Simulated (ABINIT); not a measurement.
# HgTe (Coloradoite) (F-43m) in ABINIT: settings compared

The runs below take HgTe (Coloradoite) through equation of state, with WC, revPBE+D3.

Everything below comes from runs of ABINIT 10.8.3 (patched build). Logs are shortened: lines on timing, memory, paths and dates and some standing lists are left out, and cuts for length are marked. The log counts tension as positive stress, the text compression.

**Experimental background.**

From a printed reference work, monograph, for a bulk crystal of HgTe: bulk modulus 43 GPa.

The results are compared with them further down.

### Step 1. Starting point

The structure is cubic, space group F-43m (No. 216). Conventional cell: a = 6.429 Å, b = 6.429 Å, c = 6.429 Å, α = 90.00°, β = 90.00°, γ = 90.00°. Hg (site symmetry -43m) has 4 Te at 2.78 Å as nearest neighbours. Around Te (site symmetry -43m) lie 4 Hg at 2.78 Å.

### Step 2. Equation of state, WC

The input, run.abi:

```
# Datasets: one volume each
ndtset 7
getwfk -1
scalecart1 3*0.9795861087
scalecart2 3*0.9864848297
scalecart3 3*0.9932883884
scalecart4 3*1.0000000000
scalecart5 3*1.0066227096
scalecart6 3*1.0131594038
scalecart7 3*1.0196128224

# Pseudopotentials
pp_dirpath "./"
pseudos "Hg.GGA_PBE-JTH.xml, Te.GGA_PBE-JTH.xml"

# Structure
acell 3*1.0
rprim
     0.0000000000     6.0745246276     6.0745246276
     6.0745246276     0.0000000000     6.0745246276
     6.0745246276     6.0745246276     0.0000000000
ntypat 2
znucl 80 52
natom 2
typat 1 2
xred
     0.0000000000     0.0000000000     0.0000000000
     0.7500000000     0.7500000000     0.7500000000

# Plane-wave basis
ecut 544.227725 eV
pawecutdg 40.0

# k points
kptopt 1
ngkpt 7 7 7
nshiftk 1
shiftk 0.0 0.0 0.0

# Exchange and correlation
ixc 23

# Bands and occupations
nband 13
occopt 3
tsmear 0.05 eV

# SCF cycle
nstep 100
tolvrs 1.0e-9

# Output
iomode 3
prtwf 1
prtden 0
prteig 0
prtebands 0
enunit 2
```

Potentials or basis: JTH PAW PBE v2.0.

Command:

```sh
abinit run.abi > log 2>&1
```

run.abo:

```text
.Version 10.8.3 of ABINIT
 DATASET    1 : space group F-4 3 m (#216); Bravais cF (face-center cubic)
================================================================================
 Values of the parameters that define the memory need for DATASET  1.
     intxc =       0    ionmov =       0      iscf =      17    lmnmax =      18
     lnmax =       6     mgfft =      36  mpssoang =       3    mqgrid =    3001
     natom =       2  nloc_mem =       2    nspden =       1   nspinor =       1
    nsppol =       1      nsym =      24    n1xccc =       1    ntypat =       2
    occopt =       3   xclevel =       2
       mpw =        1823          nfft =       46656          nkpt =          20
 PAW method is used; the additional fine FFT grid is defined by:
   mgfftf=        48    nfftf =    110592
================================================================================
================================================================================
[... 71 lines left out ...]
 DATASET    7 : space group F-4 3 m (#216); Bravais cF (face-center cubic)
================================================================================
 Values of the parameters that define the memory need for DATASET  7.
     intxc =       0    ionmov =       0      iscf =      17    lmnmax =      18
     lnmax =       6     mgfft =      36  mpssoang =       3    mqgrid =    3001
     natom =       2  nloc_mem =       2    nspden =       1   nspinor =       1
    nsppol =       1      nsym =      24    n1xccc =       1    ntypat =       2
    occopt =       3   xclevel =       2
       mpw =        2048          nfft =       46656          nkpt =          20
 PAW method is used; the additional fine FFT grid is defined by:
   mgfftf=        50    nfftf =    125000
================================================================================
================================================================================

--------------------------------------------------------------------------------
------------- Echo of variables that govern the present computation ------------
--------------------------------------------------------------------------------
 -outvars: echo values of preprocessed input variables --------
            acell      1.0000000000E+00  1.0000000000E+00  1.0000000000E+00 Bohr
              amu      2.00590000E+02  1.27600000E+02
             ecut      2.00000000E+01 Hartree
           enunit           2
           getwfk          -1
              ixc          23
           jdtset        1    2    3    4    5    6    7
         kptrlatt        7    0    0      0    7    0      0    0    7
          kptrlen1     5.89071420E+01
          kptrlen2     5.93219947E+01
          kptrlen3     5.97311249E+01
          kptrlen4     6.01347258E+01
          kptrlen5     6.05329806E+01
          kptrlen6     6.09260629E+01
          kptrlen7     6.13141375E+01
            natom           2
            nband          13
           ndtset           7
            ngfft          36      36      36
          ngfftdg1         48      48      48
          ngfftdg2         50      50      50
          ngfftdg3         50      50      50
          ngfftdg4         50      50      50
          ngfftdg5         50      50      50
          ngfftdg6         50      50      50
          ngfftdg7         50      50      50
             nkpt          20
            nstep         100
             nsym          24
           ntypat           2
           occopt           3
        pawecutdg      4.00000000E+01 Hartree
         pawxcdev           0
           prtden           0
        prtebands           0
           prteig           0
            rprim1     0.0000000000E+00  5.9505199422E+00  5.9505199422E+00
                       5.9505199422E+00  0.0000000000E+00  5.9505199422E+00
                       5.9505199422E+00  5.9505199422E+00  0.0000000000E+00
            rprim2     0.0000000000E+00  5.9924263928E+00  5.9924263928E+00
                       5.9924263928E+00  0.0000000000E+00  5.9924263928E+00
                       5.9924263928E+00  5.9924263928E+00  0.0000000000E+00
            rprim3     0.0000000000E+00  6.0337547776E+00  6.0337547776E+00
                       6.0337547776E+00  0.0000000000E+00  6.0337547776E+00
                       6.0337547776E+00  6.0337547776E+00  0.0000000000E+00
            rprim4     0.0000000000E+00  6.0745246276E+00  6.0745246276E+00
                       6.0745246276E+00  0.0000000000E+00  6.0745246276E+00
                       6.0745246276E+00  6.0745246276E+00  0.0000000000E+00
            rprim5     0.0000000000E+00  6.1147544402E+00  6.1147544402E+00
                       6.1147544402E+00  0.0000000000E+00  6.1147544402E+00
                       6.1147544402E+00  6.1147544402E+00  0.0000000000E+00
            rprim6     0.0000000000E+00  6.1544617501E+00  6.1544617501E+00
                       6.1544617501E+00  0.0000000000E+00  6.1544617501E+00
                       6.1544617501E+00  6.1544617501E+00  0.0000000000E+00
            rprim7     0.0000000000E+00  6.1936632003E+00  6.1936632003E+00
                       6.1936632003E+00  0.0000000000E+00  6.1936632003E+00
                       6.1936632003E+00  6.1936632003E+00  0.0000000000E+00
          spgroup         216
           tolvrs      1.00000000E-09
           tsmear      1.83746611E-03 Hartree
            typat      1  2
           useylm           1
           xangst1     0.0000000000E+00  0.0000000000E+00  0.0000000000E+00
                       4.7233193164E+00  4.7233193164E+00  4.7233193164E+00
           xangst2     0.0000000000E+00  0.0000000000E+00  0.0000000000E+00
                       4.7565832244E+00  4.7565832244E+00  4.7565832244E+00
           xangst3     0.0000000000E+00  0.0000000000E+00  0.0000000000E+00
                       4.7893882835E+00  4.7893882835E+00  4.7893882835E+00
           xangst4     0.0000000000E+00  0.0000000000E+00  0.0000000000E+00
                       4.8217499967E+00  4.8217499967E+00  4.8217499967E+00
           xangst5     0.0000000000E+00  0.0000000000E+00  0.0000000000E+00
                       4.8536830467E+00  4.8536830467E+00  4.8536830467E+00
           xangst6     0.0000000000E+00  0.0000000000E+00  0.0000000000E+00
                       4.8852013520E+00  4.8852013520E+00  4.8852013520E+00
           xangst7     0.0000000000E+00  0.0000000000E+00  0.0000000000E+00
                       4.9163181231E+00  4.9163181231E+00  4.9163181231E+00
            xcart1     0.0000000000E+00  0.0000000000E+00  0.0000000000E+00
                       8.9257799132E+00  8.9257799132E+00  8.9257799132E+00
            xcart2     0.0000000000E+00  0.0000000000E+00  0.0000000000E+00
                       8.9886395891E+00  8.9886395891E+00  8.9886395891E+00
            xcart3     0.0000000000E+00  0.0000000000E+00  0.0000000000E+00
                       9.0506321665E+00  9.0506321665E+00  9.0506321665E+00
            xcart4     0.0000000000E+00  0.0000000000E+00  0.0000000000E+00
                       9.1117869414E+00  9.1117869414E+00  9.1117869414E+00
            xcart5     0.0000000000E+00  0.0000000000E+00  0.0000000000E+00
                       9.1721316602E+00  9.1721316602E+00  9.1721316602E+00
            xcart6     0.0000000000E+00  0.0000000000E+00  0.0000000000E+00
                       9.2316926251E+00  9.2316926251E+00  9.2316926251E+00
            xcart7     0.0000000000E+00  0.0000000000E+00  0.0000000000E+00
                       9.2904948004E+00  9.2904948004E+00  9.2904948004E+00
             xred      0.0000000000E+00  0.0000000000E+00  0.0000000000E+00
                       7.5000000000E-01  7.5000000000E-01  7.5000000000E-01
            znucl       80.00000   52.00000

================================================================================

 chkinp: Checking input parameters for consistency, jdtset=   1.

 chkinp: Checking input parameters for consistency, jdtset=   2.

 chkinp: Checking input parameters for consistency, jdtset=   3.

 chkinp: Checking input parameters for consistency, jdtset=   4.
[... 31 lines left out ...]
 getcut: wavevector=  0.0000  0.0000  0.0000  ngfft=  36  36  36
         ecut(hartree)=     20.000   => boxcut(ratio)=   2.12497

 Fine grid specifications (used for densities):

 getcut: wavevector=  0.0000  0.0000  0.0000  ngfft=  48  48  48
         ecut(hartree)=     40.000   => boxcut(ratio)=   2.00344

--- Pseudopotential description ------------------------------------------------
- pspini: atom type   1  psp file is ./Hg.GGA_PBE-JTH.xml
 Pseudopotential format is: paw10
 basis_size (lnmax)=  6 (lmn_size= 18), orbitals=   0   0   1   1   2   2
 Spheres core radius: rc_sph= 2.40020299
 Shapefunction is SIN type: shapef(r)=[sin(pi*r/rshp)/(pi*r/rshp)]**2
 Radius for shape functions =  2.25617906
 Compensation charge density is not taken into account in XC energy/potential

- pspini: atom type   2  psp file is ./Te.GGA_PBE-JTH.xml
 Pseudopotential format is: paw10
 basis_size (lnmax)=  4 (lmn_size=  8), orbitals=   0   0   1   1
 Spheres core radius: rc_sph= 2.31107438
 Shapefunction is SIN type: shapef(r)=[sin(pi*r/rshp)/(pi*r/rshp)]**2
 Radius for shape functions =  2.10488624
 Compensation charge density is not taken into account in XC energy/potential

   2.75286751E+03                                ecore*ucvol(ha*bohr**3)
--------------------------------------------------------------------------------

================================================================================

--- !BeginCycle
iteration_state: {dtset: 1, }
solver: {iscf: 17, nstep: 100, nline: 4, wfoptalg: 10, }
tolerances: {tolvrs: 1.00E-09, }
...

     iter   Etot(hartree)      deltaE(h)  residm     nres2
 ETOT  1  -50.475786536863    -5.048E+01 9.106E-02 9.687E+00
 ETOT  2  -50.663604789882    -1.878E-01 5.461E-03 1.007E+01
 ETOT  3  -50.617295218844     4.631E-02 1.151E-03 3.607E+00
 ETOT  4  -50.609304233345     7.991E-03 8.355E-04 2.146E-02
 ETOT  5  -50.613255789842    -3.952E-03 1.710E-04 4.473E-01
 ETOT  6  -50.612075225571     1.181E-03 6.956E-05 1.461E-01
 ETOT  7  -50.611751303690     3.239E-04 4.084E-05 2.126E-03
 ETOT  8  -50.611933081204    -1.818E-04 7.657E-06 2.723E-02
 ETOT  9  -50.611888559653     4.452E-05 3.208E-06 7.494E-03
 ETOT 10  -50.611871932136     1.663E-05 1.834E-06 1.257E-05
[... 1320 lines left out ...]
 Cartesian components of stress tensor (hartree/bohr^3)
  sigma(1 1)=  1.74372192E-05  sigma(3 2)=  0.00000000E+00
  sigma(2 2)=  1.74372192E-05  sigma(3 1)=  0.00000000E+00
  sigma(3 3)=  1.74372192E-05  sigma(2 1)=  0.00000000E+00

-Cartesian components of stress tensor (GPa)         [Pressure= -5.1302E-01 GPa]
- sigma(1 1)=  5.13020701E-01  sigma(3 2)=  0.00000000E+00
- sigma(2 2)=  5.13020701E-01  sigma(3 1)=  0.00000000E+00
- sigma(3 3)=  5.13020701E-01  sigma(2 1)=  0.00000000E+00

== END DATASET(S) ==============================================================
================================================================================

 -outvars: echo values of variables after computation  --------
            acell      1.0000000000E+00  1.0000000000E+00  1.0000000000E+00 Bohr
           etotal1    -5.0611880305E+01
           etotal2    -5.0613521947E+01
           etotal3    -5.0614747819E+01
           etotal4    -5.0615604335E+01
           etotal5    -5.0616134088E+01
           etotal6    -5.0616372025E+01
           etotal7    -5.0616351497E+01
            fcart1     2.6514016015E-31 -4.4190026692E-31 -8.8380053384E-32
                      -2.6514016015E-31  4.4190026692E-31  8.8380053384E-32
            fcart2     1.4041918533E-30 -3.8974153164E-47 -1.4041918533E-30
                      -1.4041918533E-30  3.8974153164E-47  1.4041918533E-30
            fcart3     3.6607562223E-30 -1.7432172487E-30 -2.2661824233E-30
                      -3.6607562223E-30  1.7432172487E-30  2.2661824233E-30
            fcart4     2.5972761774E-31 -4.3287936290E-31 -8.6575872581E-32
                      -2.5972761774E-31  4.3287936290E-31  8.6575872581E-32
            fcart5    -7.7405650180E-31 -4.9453609837E-31  1.6341192816E-30
                       7.7405650180E-31  4.9453609837E-31 -1.6341192816E-30
            fcart6    -0.0000000000E+00 -0.0000000000E+00 -0.0000000000E+00
                      -0.0000000000E+00 -0.0000000000E+00 -0.0000000000E+00
            fcart7    -0.0000000000E+00 -0.0000000000E+00 -0.0000000000E+00
                      -0.0000000000E+00 -0.0000000000E+00 -0.0000000000E+00
            rprim1     0.0000000000E+00  5.9505199422E+00  5.9505199422E+00
[... 30 lines left out ...]
           strten6    -9.5361582772E-06 -9.5361582772E-06 -9.5361582772E-06
                       0.0000000000E+00  0.0000000000E+00  0.0000000000E+00
           strten7     1.7437219205E-05  1.7437219205E-05  1.7437219205E-05
                       0.0000000000E+00  0.0000000000E+00  0.0000000000E+00
           xangst1     0.0000000000E+00  0.0000000000E+00  0.0000000000E+00
                       4.7233193164E+00  4.7233193164E+00  4.7233193164E+00
           xangst2     0.0000000000E+00  0.0000000000E+00  0.0000000000E+00
                       4.7565832244E+00  4.7565832244E+00  4.7565832244E+00
           xangst3     0.0000000000E+00  0.0000000000E+00  0.0000000000E+00
                       4.7893882835E+00  4.7893882835E+00  4.7893882835E+00
           xangst4     0.0000000000E+00  0.0000000000E+00  0.0000000000E+00
                       4.8217499967E+00  4.8217499967E+00  4.8217499967E+00
           xangst5     0.0000000000E+00  0.0000000000E+00  0.0000000000E+00
                       4.8536830467E+00  4.8536830467E+00  4.8536830467E+00
           xangst6     0.0000000000E+00  0.0000000000E+00  0.0000000000E+00
                       4.8852013520E+00  4.8852013520E+00  4.8852013520E+00
           xangst7     0.0000000000E+00  0.0000000000E+00  0.0000000000E+00
                       4.9163181231E+00  4.9163181231E+00  4.9163181231E+00
             xred      0.0000000000E+00  0.0000000000E+00  0.0000000000E+00
                       7.5000000000E-01  7.5000000000E-01  7.5000000000E-01
 Calculation completed.
```

Wall time 5.2 min (1 thread of Arm Neoverse N1, shared host); peak memory 0.16 GiB.

What came out:

```yaml
Equilibrium_volume: 34.82 Å³/atom
Bulk_modulus: 42 GPa
Pressure_derivative_of_the_bulk_modulus: 5.2
```

Energy against volume, from the lowest point:
| volume (Å³/atom) | energy (meV/atom) |
| --- | --- |
| 31.223 | 61.11 |
| 31.887 | 38.78 |
| 32.551 | 22.10 |
| 33.215 | 10.44 |
| 33.880 | 3.24 |
| 34.544 | 0.00 |
| 35.208 | 0.28 |

Caveat: pressures at fixed basis lie under the slope of the energies; the PAW data sets were made with another functional, which shifts forces and pressure a little. The run has no spin-orbit coupling, so splittings on Hg, Te are missing.

### Step 3. Equation of state, revPBE+D3

run.abi, as its differences from that of step 2:

```diff
@@ -40,3 +40,4 @@
 # Exchange and correlation
-ixc 23
+ixc 14
+vdw_xc 6
 
@@ -45,3 +46,3 @@
 occopt 3
-tsmear 0.05 eV
+tsmear 0.00183747
 
@@ -57,2 +58,2 @@
 prtebands 0
-enunit 2
+enunit 1
```

Potentials or basis: JTH PAW PBE v2.0.

Command:

```sh
abinit run.abi > log 2>&1
```

It took 5.1 min on 1 thread of Arm Neoverse N1, shared host; peak memory 0.16 GiB.

It converged, with:

```yaml
Equilibrium_volume: 34.96 Å³/atom
Bulk_modulus: 38 GPa
Pressure_derivative_of_the_bulk_modulus: 5.6
```

Energy against volume, from the lowest point:
```csv
volume (Å³/atom),energy (meV/atom)
31.223,60.69
31.887,39.11
32.551,22.88
33.215,11.39
33.880,4.05
34.544,0.41
35.208,0.00
```

Caveat: pressures at fixed basis lie under the slope of the energies; the PAW data sets were made with another functional, which shifts forces and pressure a little.

### Step 4. How close it comes

Step 2. A measured bulk modulus of HgTe is 43 GPa (a printed reference work, monograph); the calculated 42 GPa misses it by -1.6 %. The fit is for a static lattice scaled at fixed shape and fixed fractional positions.

Step 3. Against the measured bulk modulus of HgTe, 43 GPa (a printed reference work, monograph), the calculated 38 GPa is off by -11.6 %. The fit is for a static lattice scaled at fixed shape and fixed fractional positions.
